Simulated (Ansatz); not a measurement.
Method: Ansatz, DFT PBE, scalar-relativistic, plane waves, PAW. Settings: cutoff 420 eV, Γ-centred meshes spaced at most about 0.3 Å⁻¹, and about 0.25 Å⁻¹ or finer for metals (2π included), Gaussian smearing. No spin polarisation in the final relaxations.

All energies are static (0 K, no zero-point motion). All come from trial cells, and lower structures may exist.

Question: Order these relaxed structures of Sn2Ge3 by energy, lowest first, with the energy over the lowest of them.
A.

```
Sn Ge
1.0
     5.55702   -1.82357    0.00000
     5.55702    1.82357    0.00000
    -5.46238    0.00000    5.62488
Sn Ge
2 3
Direct
  0.18648 0.18648 0.10471
  0.81352 0.81352 0.89529
  0.00000 0.00000 0.50000
  0.61527 0.61527 0.36587
  0.38473 0.38473 0.63413
```

B.

```
Sn Ge
1.0
     1.65083    0.95311   12.29345
    -1.65083    0.95311   12.29345
     0.00000   -1.90622   12.29345
Sn Ge
2 3
Direct
  0.29322 0.29322 0.29322
  0.70678 0.70678 0.70678
  0.89167 0.89167 0.89167
  0.50000 0.50000 0.50000
  0.10833 0.10833 0.10833
```

Answer: A (0 meV/atom), B (39 meV/atom). Forms: A C2/m; B Sn and Ge ordered on fcc sites, R-3m. Counting Ge atoms around Sn (those within 1.25 times the shortest such distance or 1.15 times the sum of covalent radii; a plus sign parts nearer from farther groups; the shortest distance is added where it is long for a bond): A has Sn 7+2 from 3.1 Å; B has Sn 3 from 3.2 Å. Even the lowest lies +0.21 eV/atom against the elements.

Cells relaxed within their symmetry can be saddle points. Some candidate types were left out of the draw beforehand, so a known form may be missing.
